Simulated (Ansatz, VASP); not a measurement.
One calculation of AlN, two programs

INCAR

```
  ALGO = Normal
  EDIFF = 1E-6
  ENCUT = 520
  GGA = PE
  ISIF = 2
  ISMEAR = 0
  LASPH = T
  LCHARG = T
  LELF = T
  LREAL = F
  LVHAR = T
  LWAVE = F
  NBANDS = 16
  NELM = 100
  PREC = Accurate
  SIGMA = 0.05
```

File KPOINTS:

```
k-points
0
Gamma
  9 9 6
```

POSCAR

```
AlN
1.0
    3.4377000000      0.0000000000      0.0000000000
   -1.7188500000      2.9771355306      0.0000000000
    0.0000000000      0.0000000000      4.1875902404
Al N
2 2
Direct
    0.3333333333      0.6666666667      0.7500000000
    0.6666666667      0.3333333333      0.2500000000
    0.3333333333      0.6666666667      0.2500000000
    0.6666666667      0.3333333333      0.7500000000
```

Input for Ansatz:

```yaml
crystal:
  lattice:
    - [3.4377, 0.0, 0.0]
    - [-1.71885, 2.9771355306, 0.0]
    - [0.0, 0.0, 4.1875902404]
  atoms:
    - { symbol: Al, position: [0.3333333333, 0.6666666667, 0.75] }
    - { symbol: Al, position: [0.6666666667, 0.3333333333, 0.25] }
    - { symbol: "N", position: [0.3333333333, 0.6666666667, 0.25] }
    - { symbol: "N", position: [0.6666666667, 0.3333333333, 0.75] }
basis:
  ecutwfc: 520.0
kpoints:
  mp_grid: { grid: [9, 9, 6] }
hamiltonian:
  xc: pbe
  pseudopotentials: { kind: paw, azcp: { folder: soft_1 } }
scf:
  occupations: { method: gaussian, width: 0.05 }
output:
  forces: true
  stress: true
  eigenvalues: true
  write_density: true
  write_potential: true
  elf: true
  volumetric_format: npy
```

Alike in both runs: task single point; functional PBE; k mesh 9 × 9 × 6; occupations gaussian, width 0.05 eV; no spin polarisation.

```csv
,VASP,Ansatz
version,VASP 6.6.1,Ansatz 0.2.0
potentials or method,"VASP PAW PBE potentials, release 64 (Al, N)","scalar-relativistic, plane waves, PAW"
plane-wave cutoff (eV),520,520
valence electrons in the cell,16,16
```

|  | VASP | Ansatz | Ansatz less VASP |
| --- | --- | --- | --- |
| gap on the k mesh at the Fermi level (eV) | 2.84 | 2.84 | -0.006 |
| least direct gap on the mesh (eV) | 2.84 | 2.84 | -0.006 |
| pressure (GPa) | -13.7 | -13.6 | +0.12 |
| largest component of the traceless stress (GPa) | 4.42 | 4.32 | -0.091 |

Expect the measured gap to be larger: semilocal functionals such as PBE lack the derivative discontinuity.
